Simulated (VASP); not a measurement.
TaN, 2 atoms in the cell. It takes space group Fm-3m (No. 225, cubic). Conventional cell: a = 4.423 Å, b = 4.423 Å, c = 4.423 Å, α = 90.00°, β = 90.00°, γ = 90.00°. Ta (site symmetry m-3m) is surrounded by 6 N at 2.21 Å. Around N (site symmetry m-3m) lie 6 Ta at 2.21 Å. The cell comes from a database or a generator and needn't be the stable form of this composition.

| Quantity | Value |
| --- | --- |
| Program | VASP 6.6.1 |
| Task | relaxation of cell and atoms |
| Functional | PBE |
| Potentials or basis | VASP PAW PBE potentials, release 64 (Ta_pv, N) |
| Cutoff | 600 eV |
| k mesh | 14 × 14 × 14 |
| Occupations | methfessel-paxton, width 0.1 eV |
| Spin | no spin polarisation |
| Further INCAR settings | ALGO = Normal; EDIFF = 1e-06; IBRION = 2; EDIFFG = -0.01; NSW = 90; ISIF = 3 |

Potentials or basis: VASP PAW PBE potentials, release 64 (Ta_pv, N).

Run with:

```bash
$ cat potpaw_PBE.64/Ta_pv/POTCAR potpaw_PBE.64/N/POTCAR > POTCAR
$ mpirun -np 1 vasp_std > vasp.out
```

Hardware: 1 thread of Intel(R) Xeon(R) Platinum 8559C (Emerald Rapids), with other jobs on the host.

Task: How long does it take, and how much memory?

Result: Run time: 46 s on 1 thread of Intel(R) Xeon(R) Platinum 8559C (Emerald Rapids), on a shared host, peak memory 0.19 GiB. Counts: scf iterations 24, k points 104, ion steps 3.
